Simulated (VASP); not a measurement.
# SnTe in VASP 6.6.1, single-point calculation

INCAR

```
EDIFF = 1E-7
NSW = 0
NBANDS = 17
ISIF = 2
IBRION = -1
SIGMA = 0.3
ISMEAR = 2
LCHARG = .FALSE.
LWAVE = .FALSE.
LREAL = .FALSE.
GGA = PE
NELM = 120
ENCUT = 520
PREC = Accurate
LASPH = .TRUE.
```

KPOINTS

```
KPOINTS created by Atomic Simulation Environment
0
Gamma
8 8 8
0 0 0
```

POSCAR

```
Sn Te
 1.0000000000000000
     0.0000000000000000    3.0936504350999998    3.2004528642999999
     3.0936504350999998    0.0000000000000000    3.2004528642999999
     3.0936504350999998    3.0936504350999998    0.0000000000000000
 Sn  Te
   1   1
Cartesian
  0.0000000000000000  0.0000000000000000  0.0000000000000000
  3.0936504350999998  3.0936504350999998  3.2004528642999994
```

The recommended PBE PAW datasets give the neutral cell 20 valence electrons.

Command

```
mpirun -np 1 vasp_std
```

OSZICAR

```
N       E                     dE             d eps       ncg     rms          rms(c)
DAV:   1     0.126062140164E+03    0.12606E+03   -0.94923E+03  2022   0.136E+03
DAV:   2     0.374630305321E+01   -0.12232E+03   -0.11911E+03  2143   0.331E+02
DAV:   3    -0.721430084982E+01   -0.10961E+02   -0.10876E+02  2559   0.884E+01
DAV:   4    -0.753090310185E+01   -0.31660E+00   -0.31646E+00  2395   0.156E+01
DAV:   5    -0.754378633658E+01   -0.12883E-01   -0.12883E-01  2933   0.304E+00    0.505E+00
DAV:   6    -0.749621367239E+01    0.47573E-01   -0.10695E-01  2736   0.223E+00    0.314E+00
DAV:   7    -0.749726834598E+01   -0.10547E-02   -0.51458E-02  2482   0.114E+00    0.723E-01
DAV:   8    -0.749717653079E+01    0.91815E-04   -0.77736E-03  2572   0.701E-01    0.189E-01
DAV:   9    -0.749730482530E+01   -0.12829E-03   -0.65229E-04  2751   0.259E-01    0.417E-02
DAV:  10    -0.749728824158E+01    0.16584E-04   -0.12431E-04  2707   0.100E-01    0.151E-02
DAV:  11    -0.749729259208E+01   -0.43505E-05   -0.38468E-05  2564   0.514E-02    0.229E-02
DAV:  12    -0.749729219564E+01    0.39644E-06   -0.42734E-06  2590   0.185E-02    0.648E-03
DAV:  13    -0.749729144135E+01    0.75430E-06   -0.11701E-06  2291   0.862E-03    0.130E-02
DAV:  14    -0.749729176537E+01   -0.32402E-06   -0.46328E-07  2391   0.482E-03    0.110E-03
DAV:  15    -0.749729185588E+01   -0.90509E-07   -0.34716E-08  1182   0.944E-04
   1 F= -.74972919E+01 E0= -.74979379E+01  d E =0.258431E-02
```

From OUTCAR

```
k-points           NKPTS =     59   k-points in BZ     NKDIM =     59   number of bands    NBANDS=     17

   NELECT =      20.0000    total number of electrons

   dimension x,y,z NGX =    36 NGY =   36 NGZ =   36
   dimension x,y,z NGXF=    72 NGYF=   72 NGZF=   72

  energy-cutoff  :      520.00
  volume of cell :       61.26
      direct lattice vectors                 reciprocal lattice vectors
     0.000000000  3.093650435  3.200452864    -0.161621363  0.161621363  0.156227891
     3.093650435  0.000000000  3.200452864     0.161621363 -0.161621363  0.156227891
     3.093650435  3.093650435  0.000000000     0.161621363  0.161621363 -0.156227891

 k-points in reciprocal lattice and weights: KPOINTS created by Atomic Simulation Env
   0.00000000  0.00000000  0.00000000       0.002
   0.12500000 -0.00000000  0.00000000       0.016
   0.25000000 -0.00000000  0.00000000       0.016
   0.37500000  0.00000000  0.00000000       0.016
   0.50000000 -0.00000000  0.00000000       0.008
   0.12500000  0.12500000  0.00000000       0.004
   0.25000000  0.12500000  0.00000000       0.016
   0.37500000  0.12500000  0.00000000       0.016
   ...

 E-fermi :   7.3575

 k-point     1 :       0.0000    0.0000    0.0000
  band No.  band energies     occupation
      1     -14.7005      2.00000
      2     -14.6898      2.00000
      3     -14.6898      2.00000
      4     -14.6879      2.00000
      5     -14.6803      2.00000
      6      -5.7433      2.00000
      7       2.6412      2.00000
      8       4.9000      2.00000
      9       4.9000      2.00000
     10       5.2633      2.00000
     11      10.0780      0.00000
     12      10.9038      0.00000
     13      10.9038      0.00000
     14      11.7779      0.00000
     15      12.0226      0.00000
     16      12.0226      0.00000
     17      13.7205      0.00000

 k-point     2 :       0.1250   -0.0000    0.0000
  band No.  band energies     occupation
      1     -14.7009      2.00000
      2     -14.6896      2.00000
      3     -14.6895      2.00000
      4     -14.6881      2.00000
      5     -14.6794      2.00000
      6      -5.6073      2.00000
      7       1.8600      2.00000
      8       4.9429      2.00000
      9       5.1255      2.00000
     10       5.5977      2.00000
     11       9.4558      0.00000
     12      10.1532      0.00000
     13      10.1994      0.00000
     14      11.8779      0.00000
     15      12.2169      0.00000
     16      12.3325      0.00000
     17      14.6440      0.00000

 k-point     3 :       0.2500   -0.0000    0.0000
  band No.  band energies     occupation
      1     -14.7022      2.00000
      2     -14.6920      2.00000
      3     -14.6886      2.00000
      4     -14.6858      2.00000
      5     -14.6770      2.00000
      6      -5.2234      2.00000
      7       0.5065      2.00000
      8       5.0784      2.00000
      9       5.1818      2.00000
     10       6.3023      1.99996
     11       8.4457      0.00002
     12       8.9602      0.00000
     13       9.0773      0.00000
     14      12.3370      0.00000
     15      13.1528      0.00000
     16      13.1918      0.00000
     17      16.5607      0.00000

 ...

  Total        1.9778517      1.9778517      0.1776929      0.0000000     -0.0000000     -0.0000000
  in kB       51.7273692     51.7273692      4.6472578      0.0000000     -0.0000000     -0.0000000
  external PRESSURE =      36.0339988 kB  Pullay stress =       0.0000000 kB

 POSITION                                       TOTAL-FORCE (eV/Angst)
 -----------------------------------------------------------------------------------
      0.00000      0.00000      0.00000         0.000000     -0.000000      0.000000
      3.09365      3.09365      3.20045        -0.000000      0.000000     -0.000000
 -----------------------------------------------------------------------------------
    total drift:                               -0.000000      0.000000      0.000000

  FREE ENERGIE OF THE ION-ELECTRON SYSTEM (eV)
  ---------------------------------------------------
  free  energy   TOTEN  =        -7.4972918559 eV

  energy  without entropy=       -7.4998761662  energy(sigma->0) =       -7.49793793
```

It converged. Results: gap between bands v and c on the k mesh 0.24 eV; least direct gap on the k mesh 0.24 eV; pressure 3.6 GPa. Band v is the last that the valence electrons fill when counted band by band, and c is the next.

For comparison, a separate PBE run of the intended cell, on usual settings and not on those above, gives a gap of 0.24 eV on its mesh and a pressure of 3.5 GPa.

The run above took about 54 s on one core of a shared host (Intel Xeon Platinum 8488C) and held 0.21 GiB at most.
